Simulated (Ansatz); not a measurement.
CuO:

```
CELL_PARAMETERS angstrom
1.99097 -2.15355 0.00000
1.99097 2.15355 0.00000
0.00000 0.00000 5.15593
ATOMIC_POSITIONS crystal
Cu 0.50000 0.00000 0.00000
Cu 0.00000 0.50000 0.50000
O 0.50000 0.50000 0.25000
O 0.50000 0.50000 0.75000
```

Measurements of this composition are mostly on another form, of space group No. 15.

Program: Ansatz 0.2.0. Alike in all runs: task projected density of states; potentials or basis Ansatz PAW; no spin polarisation; cell as given; k mesh 5 × 5 × 3; smearing fermi-dirac 0.05 eV; the mesh is coarse, so values aren't converged. Hardware: 2 threads of Arm Neoverse V1, with other jobs on the host.

Task: Order these runs on this cell by their wall time, lowest first.
A. level HSE06; cutoff (eV) 420
B. level revPBE; cutoff (eV) 420
C. level r2SCAN; cutoff (eV) 500

Result: B (2.7 s), C (6 s), A (21 s).

Caveats: all runs use coarse meshes; the run has no spin polarisation, though such a crystal can be magnetic; semilocal functionals often make such compounds metallic where correlation or magnetic order opens a gap, which also shifts bond lengths (some runs).

Runs at the PBE level aren't shown here.
